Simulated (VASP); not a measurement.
# Li (R-3m) in VASP: further runs

One crystal, Li, is run at these levels: PBE, revPBE; tasks: single point.

Program: VASP 6.6.1. These are calculated values, not measurements. Logs are shortened: lines on timing, memory, paths and dates and some standing lists are left out, and cuts for length are marked.

**1. The structure**

Symmetry: R-3m, No. 166, trigonal system. Conventional cell: a = 3.101 Å, b = 3.101 Å, c = 22.765 Å, α = 90.00°, β = 90.00°, γ = 120.00°. Li (site symmetry -3m) is surrounded by 12 Li at 3.10 Å. Around Li (site symmetry 3m) lie 12 Li at 3.09 to 3.10 Å.

This isn't the form of Li at room conditions, which is bcc.

**2. Single point, PBE**

File INCAR:

```
ALGO = Normal ; EDIFF = 1E-6
ENCUT = 520 ; GGA = PE
ISIF = 2 ; ISMEAR = 0
LASPH = True ; LCHARG = False
LREAL = False ; LWAVE = False
NBANDS = 12 ; NELM = 100
PREC = Accurate ; SIGMA = 0.1
```

File KPOINTS:

```
k-points
0
Gamma
  6 6 6
```

File POSCAR:

```
Li
1.0
    1.5504989657      0.8951809952      7.5883000000
   -1.5504989657      0.8951809952      7.5883000000
    0.0000000000     -1.7903619905      7.5883000000
Li
3
Direct
    0.0000000000      0.0000000000      0.0000000000
    0.2220000000      0.2220000000      0.2220000000
    0.7780000000      0.7780000000      0.7780000000
```

Potentials or basis: VASP PAW PBE potentials, release 64 (Li_sv).

Started as:

```
$ cat potpaw_PBE.64/Li_sv/POTCAR > POTCAR
$ mpirun -np 1 vasp_std > vasp.out
```

OUTCAR:

```text
EDIFF = 1E-6
   ENCUT = 520
   GGA = PE
   ISIF = 2
   ISMEAR = 0
   LASPH = True
   LREAL = False
   NELM = 100
   PREC = Accurate

 ion  position               nearest neighbor table
   1  0.000  0.000  0.000-
   2  0.222  0.222  0.222-
   3  0.778  0.778  0.778-

  LATTYP: Found a trigonal (rhomboedric) cell.
 ALAT       =     7.7966462628
 COS(alpha) =     0.9209034946

  Lattice vectors:

 A1 = (   1.5504989657,   0.8951809952,   7.5883000000)
 A2 = (  -1.5504989657,   0.8951809952,   7.5883000000)
 A3 = (   0.0000000000,  -1.7903619905,   7.5883000000)

Analysis of symmetry for initial positions (statically):
=====================================================================
 Subroutine PRICEL returns:
 Original cell was already a primitive cell.

 Routine SETGRP: Setting up the symmetry group for a
 trigonal (rhombohedral) supercell.

 Subroutine GETGRP returns: Found 12 space group operations
 (whereof 12 operations were pure point group operations)
 out of a pool of 12 trial point group operations.

The static configuration has the point symmetry D_3d.

Analysis of symmetry for dynamics (positions and initial velocities):
=====================================================================
 Subroutine PRICEL returns:
 Original cell was already a primitive cell.

 Routine SETGRP: Setting up the symmetry group for a
 trigonal (rhombohedral) supercell.

 Subroutine GETGRP returns: Found 12 space group operations
 (whereof 12 operations were pure point group operations)
 out of a pool of 12 trial point group operations.

The dynamic configuration has the point symmetry D_3d.

 Subroutine INISYM returns: Found 12 space group operations
 (whereof 12 operations are pure point group operations),
 and found     1 'primitive' translations

----------------------------------------------------------------------------------------

                                     Primitive cell

  volume of cell :      63.1943

  direct lattice vectors                    reciprocal lattice vectors
     1.550498966  0.895180995  7.588300000     0.322476836  0.186182088  0.043927274
    -1.550498966  0.895180995  7.588300000    -0.322476836  0.186182088  0.043927274
     0.000000000 -1.790361990  7.588300000     0.000000000 -0.372364176  0.043927274

  length of vectors
     7.796646263  7.796646263  7.796646263     0.374946242  0.374946242  0.374946242

  position of ions in fractional coordinates (direct lattice)
     0.000000000  0.000000000  0.000000000
     0.222000000  0.222000000  0.222000000
     0.778000000  0.778000000  0.778000000

  ion indices of the primitive-cell ions
   primitive index   ion index
                 1           1
                 2           2
                 3           3

----------------------------------------------------------------------------------------

 KPOINTS: k-points

Automatic generation of k-mesh.
 Grid dimensions read from file:
 generate k-points for:    6    6    6

 Generating k-lattice:

  Cartesian coordinates                     Fractional coordinates (reciprocal lattice)
     0.053746139  0.031030348  0.007321212     0.166666667  0.000000000  0.000000000
    -0.053746139  0.031030348  0.007321212     0.000000000  0.166666667  0.000000000
     0.000000000 -0.062060696  0.007321212    -0.000000000 -0.000000000  0.166666667

  Length of vectors
     0.062491040  0.062491040  0.062491040

  Shift w.r.t. Gamma in fractional coordinates (k-lattice)
     0.000000000  0.000000000  0.000000000

 Subroutine IBZKPT returns following result:
 ===========================================

 Found     32 irreducible k-points:

 Following reciprocal coordinates:
            Coordinates               Weight
  0.000000  0.000000  0.000000      1.000000
  0.166667  0.000000  0.000000      6.000000
  0.333333  0.000000  0.000000      6.000000
  0.500000 -0.000000  0.000000      3.000000
  0.166667  0.166667  0.000000      6.000000
  0.333333  0.166667  0.000000     12.000000
[... 16 lines left out ...]
  0.500000  0.500000  0.166667      6.000000
 -0.333333  0.500000  0.166667     12.000000
 [... further k-points ...]
   k-points           NKPTS =     32   k-points in BZ     NKDIM =     32   number of bands    NBANDS=     12
   number of dos      NEDOS =    301   number of ions     NIONS =      3
   total plane-waves  NPLWV = 216000
   dimension x,y,z NGX =    60 NGY =   60 NGZ =   60
   dimension x,y,z NGXF=   120 NGYF=  120 NGZF=  120
   ions per type =               3
   NGX,Y,Z   is equivalent  to a cutoff of  12.79, 12.79, 12.79 a.u.
   NGXF,Y,Z  is equivalent  to a cutoff of  25.59, 25.59, 25.59 a.u.
 SYSTEM =  unknown system
   PREC   = accura    normal or accurate (medium, high low for compatibility)
   ISTART =      0    job   : 0-new  1-cont  2-samecut
   ICHARG =      2    charge: 1-file 2-atom 10-const
   ISPIN  =      1    spin polarized calculation?
   LNONCOLLINEAR =      F non collinear calculations
   LSORBIT =      F    spin-orbit coupling
   LASPH  =      T    aspherical Exc in radial PAW
   ENCUT  =  520.0 eV  38.22 Ry    6.18 a.u.  14.50 14.50 14.50*2*pi/ulx,y,z
   NELM   =    100;   NELMIN=  2; NELMDL= -5     # of ELM steps
   EDIFF  = 0.1E-05   stopping-criterion for ELM
   LREAL  =      F    real-space projection
   EDIFFG = 0.1E-04   stopping-criterion for IOM
   NSW    =      0    number of steps for IOM
   IBRION =     -1    ionic relax: 0-MD 1-quasi-New 2-CG
   NFREE  =      0    steps in history (QN), initial steepest desc. (CG)
   ISIF   =      2    stress and relaxation
   ISYM   =      2    0-nonsym 1-usesym 2-fastsym
   POTIM  = 0.5000    time-step for ionic-motion
   TEBEG  =    0.0;   TEEND  =   0.0 temperature during run
   PSTRESS=    0.0 pullay stress
   NELECT =       9.0000    total number of electrons
   NUPDOWN=      -1.0000    fix difference up-down
   EMIN   =  10.00;   EMAX   =-10.00  energy-range for DOS
   EFERMI =   0.00;   METHOD = LEGACY
   ISMEAR =     0;   SIGMA  =   0.10  broadening in eV -4-tet -1-fermi 0-gaus
   EFERMI_NEDOS =   21; number of points for ismear=-14 and -15
   IALGO  =     38    algorithm
   IMIX   =      4    mixing-type and parameters
     AMIX     =   0.40;   BMIX     =  1.00
     AMIX_MAG =   1.60;   BMIX_MAG =  1.00
  volume/ion in A,a.u.               =      21.06       142.15
  Fermi-wavevector in a.u.,A,eV,Ry     =   0.854928  1.615580  9.944528  0.730902
  Thomas-Fermi vector in A             =   1.971600
   LORBIT       =      0    0 simple, 1 ext, 2 COOP (PROOUT), +10 PAW based schemes
   GGA     = PE    functional components
   LHFCALC =     F    Hartree Fock is set to
   AEXX    =    0.0000 exact exchange contribution
   IVDW    =     0    specifies the selected vdW correction
   LEPSILON=     F    determine dielectric tensor
   LRPA    =     F    only Hartree local field effects (RPA)
 non-spin polarized calculation
 Gauss-broadening in eV      SIGMA  =   0.10
  energy-cutoff  :      520.00
  volume of cell :       63.19
 maximum number of plane-waves:      1718
 NGX is ok and might be reduce to    60
   NGX = 29   NGY = 29   NGZ = 29

 number of electron       9.0000011 magnetization

 Free energy of the ion-electron system (eV)
  ---------------------------------------------------
  ext. energy  EPLUGINS =         0.00000000
  ---------------------------------------------------
  free energy    TOTEN  =        -5.68410085 eV

  energy without entropy =       -5.67501354  energy(sigma->0) =       -5.67955720

 E-fermi :   0.4506     XC(G=0):  -6.9513

 val. band max:        0.4266669087   @ k =  -0.3333   0.5000   0.1667
 cond. band min:       0.4654883211   @ k =   0.5000  -0.0000   0.0000
 fundamental gap:      0.0388214124
 Fermi energy:         0.4506179451

 k-point     1 :       0.0000    0.0000    0.0000
  band No.  band energies     occupation
      1     -46.0776      2.00000
      2     -46.0633      2.00000
      3     -46.0577      2.00000
      4      -2.9908      2.00000
      5      -1.0557      2.00000
      6      -1.0557      2.00000
      7       6.0436      0.00000
      8       6.0703      0.00000
      9      12.9813      0.00000
     10      12.9813      0.00000
     11      13.1145      0.00000
     12      13.1145      0.00000

 k-point     2 :       0.1667    0.0000    0.0000
  band No.  band energies     occupation
      1     -46.0746      2.00000
      2     -46.0609      2.00000
      3     -46.0556      2.00000
      4      -2.5494      2.00000
      5      -0.8024      2.00000
      6      -0.3781      2.00000
      7       5.8165      0.00000
      8       6.7684      0.00000
      9       9.7136      0.00000
     10      10.6713      0.00000
     11      11.1952      0.00000
     12      11.6636      0.00000

 k-point     3 :       0.3333    0.0000    0.0000
  band No.  band energies     occupation
      1     -46.0685      2.00000
      2     -46.0557      2.00000
      3     -46.0518      2.00000
      4      -1.2320      2.00000
      5       0.2999      1.96696
      6       1.1517      0.00000
      7       4.6825      0.00000
      8       6.0454      0.00000
      9       7.6584      0.00000
     10       8.0034      0.00000
     11       9.2405      0.00000
     12       9.7464      0.00000
[... 286 lines left out ...]
 k-point    23 :       0.5000    0.5000    0.1667
  band No.  band energies     occupation
      1     -46.0683      2.00000
      2     -46.0563      2.00000
      3     -46.0513      2.00000
      4      -0.9501      2.00000
      5      -0.5342      2.00000
      6       2.3960      0.00000
      7       3.7998      0.00000
      8       5.9910      0.00000
      9       6.6484      0.00000
     10       8.6789      0.00000
     11       9.2753      0.00000
     12      11.0227      0.00000

 k-point    24 :      -0.3333    0.5000    0.1667
  band No.  band energies     occupation
      1     -46.0654      2.00000
      2     -46.0528      2.00000
      3     -46.0501      2.00000
      4       0.4267      1.26518
      5       0.5748      0.07903
      6       2.7861      0.00000
      7       4.3821      0.00000
      8       4.8102      0.00000
      9       5.2645      0.00000
     10       6.2041      0.00000
     11       8.0030      0.00000
     12       8.7189      0.00000

 [... further k-points ...]

------------------------ aborting loop because EDIFF is reached ----------------------------------------

  FORCE on cell =-STRESS in cart. coord.  units (eV):
  Direction    XX          YY          ZZ          XY          YZ          ZX
  --------------------------------------------------------------------------------------
  -------------------------------------------------------------------------------------
  Total       -0.1420357     -0.1420357     -0.3156192      0.0000000      0.0000000      0.0000000
  in kB       -3.6010570     -3.6010570     -8.0019511      0.0000000      0.0000000      0.0000000
  external PRESSURE =      -5.0680217 kB  Pullay stress =       0.0000000 kB

 VOLUME and BASIS-vectors are now :
 -----------------------------------------------------------------------------
  energy-cutoff  :      520.00
  volume of cell :       63.19
      direct lattice vectors                 reciprocal lattice vectors
     1.550498966  0.895180995  7.588300000     0.322476836  0.186182088  0.043927274
    -1.550498966  0.895180995  7.588300000    -0.322476836  0.186182088  0.043927274
     0.000000000 -1.790361990  7.588300000     0.000000000 -0.372364176  0.043927274

 POSITION                                       TOTAL-FORCE (eV/Angst)
 -----------------------------------------------------------------------------------
      0.00000      0.00000      0.00000         0.000000      0.000000      0.000000
      0.00000     -0.00000      5.05381         0.000000     -0.000000      0.006172
      0.00000     -0.00000     17.71109         0.000000      0.000000     -0.006172
 -----------------------------------------------------------------------------------
    total drift:                               -0.000000     -0.000000      0.000000

  FREE ENERGIE OF THE ION-ELECTRON SYSTEM (eV)
  ---------------------------------------------------
  free  energy   TOTEN  =        -5.6841008510 eV

  energy  without entropy=       -5.6750135439  energy(sigma->0) =       -5.67955720
```

Wall time 3.2 min (1 thread of AMD EPYC 7R43 (Zen 3), shared host); peak memory 0.39 GiB.

Results:

```
Free energy            : -5.6841 eV
Largest force          : 0.006 eV/Å
Band gap on the k mesh : none (metal or under the smearing width)
```

Forces on the atoms (eV/Å):
```
Li   0.000  0.000  0.000
Li   0.000  0.000  0.006
Li   0.000  0.000 -0.006
```

Levels at points of the mesh, in eV from the Fermi level:
```tsv
k point	band 3	band 4	band 5	band 6	band 7	band 8
(0.00, 0.00, 0.00)	-46.51	-3.44	-1.51	-1.51	5.59	5.62
(0.50, 0.00, 0.00)	-46.50	0.01	0.87	1.10	3.69	3.81
(0.50, 0.50, 0.00)	-46.50	0.30	0.39	1.20	3.17	4.38
(0.50, 0.50, 0.50)	-46.51	-2.95	-2.95	0.07	2.88	10.30
```

Caveat: the k mesh is coarse (spacing up to 0.39 Å⁻¹), so the values aren't converged; the cutoff is under 1.25 times the usual one of these potentials, so pressure, stress and relaxed cells hold a basis-set (Pulay) error.

**3. Single point, PBE**

This run uses another cell than the first one, of 22.12 Å³/atom, 1.050 times its volume.

File INCAR:

```
SYSTEM = Li
ALGO = Normal ; EDIFF = 1E-7
ENCUT = 520 ; GGA = PE
ISIF = 2 ; ISMEAR = 0
LASPH = .TRUE. ; LCHARG = .FALSE.
LREAL = .FALSE. ; LWAVE = .FALSE.
NBANDS = 12 ; NELECT = 8.5
NELM = 80 ; PREC = Accurate
SIGMA = 0.1
```

File KPOINTS:

```
k-points
0
G
  1 5 2
  0 0 0
```

File POSCAR:

```
Li
1.0
    1.5759215000      0.9098587022      7.7127204744
   -1.5759215000      0.9098587022      7.7127204744
    0.0000000000     -1.8197174045      7.7127204744
Li
3
Direct
    0.0000000000      0.0000000000      0.0000000000
    0.2220000000      0.2220000000      0.2220000000
    0.7780000000      0.7780000000      0.7780000000
```

Potentials or basis: VASP PAW PBE potentials, release 64 (Li_sv).

Started as:

```
$ cat potpaw_PBE.64/Li_sv/POTCAR > POTCAR
$ mpirun -np 1 vasp_std > vasp.out
```

OUTCAR:

```text
SYSTEM = Li
   EDIFF = 1E-7
   ENCUT = 520
   GGA = PE
   ISIF = 2
   ISMEAR = 0
   LASPH = .TRUE.
   LREAL = .FALSE.
   NELECT = 8.5
   NELM = 80
   PREC = Accurate

 ion  position               nearest neighbor table
   1  0.000  0.000  0.000-
   2  0.222  0.222  0.222-
   3  0.778  0.778  0.778-

  LATTYP: Found a trigonal (rhomboedric) cell.
 ALAT       =     7.9244828568
 COS(alpha) =     0.9209034946

[... 285 lines left out ...]

  FORCE on cell =-STRESS in cart. coord.  units (eV):
  Direction    XX          YY          ZZ          XY          YZ          ZX
  --------------------------------------------------------------------------------------
  -------------------------------------------------------------------------------------
  Total       -2.4045534     -2.4045534     -0.1967571     -0.0000000      0.0000000     -0.0000000
  in kB      -58.0600793    -58.0600793     -4.7508754     -0.0000000      0.0000000     -0.0000000
  external PRESSURE =     -40.2903446 kB  Pullay stress =       0.0000000 kB

 VOLUME and BASIS-vectors are now :
 -----------------------------------------------------------------------------
  energy-cutoff  :      520.00
  volume of cell :       66.35
      direct lattice vectors                 reciprocal lattice vectors
     1.575921500  0.909858702  7.712720474     0.317274687  0.183178626  0.043218646
    -1.575921500  0.909858702  7.712720474    -0.317274687  0.183178626  0.043218646
     0.000000000 -1.819717404  7.712720474     0.000000000 -0.366357251  0.043218646

 POSITION                                       TOTAL-FORCE (eV/Angst)
 -----------------------------------------------------------------------------------
      0.00000      0.00000      0.00000         0.000000      0.000000     -0.000000
      0.00000     -0.00000      5.13667         0.000000     -0.000000      0.014440
      0.00000     -0.00000     18.00149         0.000000      0.000000     -0.014440
 -----------------------------------------------------------------------------------
    total drift:                               -0.000000     -0.000000      0.000000

  FREE ENERGIE OF THE ION-ELECTRON SYSTEM (eV)
  ---------------------------------------------------
  free  energy   TOTEN  =        -5.6270207540 eV

  energy  without entropy=       -5.6180172119  energy(sigma->0) =       -5.62251898
```

Run time: 56 s. Hardware: 1 thread of AMD EPYC 7R43 (Zen 3), shared host; peak memory 0.38 GiB.

Results:

```yaml
Free_energy: -5.6270 eV
Largest_force: 0.014 eV/Å
Band_gap_on_the_k_mesh: none (metal or under the smearing width)
```

Forces in eV/Å, atoms in the order of the input:
```
Li   0.000  0.000  0.000
Li   0.000  0.000  0.014
Li   0.000  0.000 -0.014
```

Levels at points of the mesh, in eV from the Fermi level:
| k point | band 1 | band 2 | band 3 | band 4 | band 5 | band 6 | band 7 | band 8 | band 9 |
| --- | --- | --- | --- | --- | --- | --- | --- | --- | --- |
| (0.00, 0.00, 0.00) | -46.54 | -46.53 | -46.53 | -3.06 | -1.17 | -1.17 | 5.71 | 5.73 | 12.37 |
| (0.00, 0.00, 0.50) | -46.53 | -46.52 | -46.52 | 0.34 | 1.15 | 1.39 | 3.84 | 3.97 | 4.58 |

Caveat: the k mesh is coarse (spacing up to 2.32 Å⁻¹), so the values aren't converged; the cell carries a net charge on a neutralising background, which shifts energy and pressure; the cell is charged against a uniform background, so pressure and absolute levels hang on convention; the cutoff is under 1.25 times the usual one of these potentials, so pressure, stress and relaxed cells hold a basis-set (Pulay) error.

**4. Single point, revPBE**

File INCAR:

```
ALGO     = Normal         # electronic algorithm
EDIFF    = 1E-7           # SCF threshold, eV
ENCUT    = 520            # plane-wave cutoff, eV
GGA      = RE             # functional
ISIF     = 2              # what is computed and relaxed
ISMEAR   = 0              # smearing method
LASPH    = T              # aspherical terms in the spheres
LCHARG   = F              # write CHGCAR
LREAL    = F              # projectors in reciprocal space
LWAVE    = F              # write WAVECAR
NBANDS   = 12             # bands
NELM     = 80             # most SCF steps
PREC     = Accurate       # precision mode
SIGMA    = 0.011          # smearing width, eV
```

File KPOINTS:

```
Automatic mesh
0
Gamma
  6 6 6
  0.7 0.55 0.99
```

File POSCAR:

```
Li
1.0
    1.5504989657      0.8951809952      7.5883000000
   -1.5504989657      0.8951809952      7.5883000000
    0.0000000000     -1.7903619905      7.5883000000
Li
3
Direct
    0.0000000000      0.0000000000      0.0000000000
    0.2220000000      0.2220000000      0.2220000000
    0.7780000000      0.7780000000      0.7780000000
```

Started as:

```
$ cat potpaw_PBE.64/Li_sv/POTCAR > POTCAR
$ mpirun -np 1 vasp_std > vasp.out
```

Run time: 15 min. Hardware: 1 thread of AMD EPYC 7R43 (Zen 3), shared host; peak memory 0.47 GiB.

Results (log left out):

```
Free energy            : -5.4358 eV
Largest force          : 0.012 eV/Å
Band gap on the k mesh : none (metal or under the smearing width)
```

Forces in eV/Å, atoms in the order of the input:
```
Li   0.000  0.000  0.000
Li   0.000  0.000  0.012
Li   0.000  0.000 -0.012
```

Levels at points of the mesh, in eV from the Fermi level:
| k point | band 1 | band 2 | band 3 | band 4 | band 5 | band 6 | band 7 | band 8 | band 9 | band 10 |
| --- | --- | --- | --- | --- | --- | --- | --- | --- | --- | --- |
| (-0.05, -0.07, 0.00) | -46.78 | -46.77 | -46.76 | -3.49 | -1.70 | -1.38 | 5.22 | 5.93 | 11.86 | 11.87 |

Caveat: the k mesh is coarse (spacing up to 0.39 Å⁻¹), so the values aren't converged; the cutoff is under 1.25 times the usual one of these potentials, so pressure, stress and relaxed cells hold a basis-set (Pulay) error; the PAW data sets were made with another functional, which shifts forces and pressure a little.
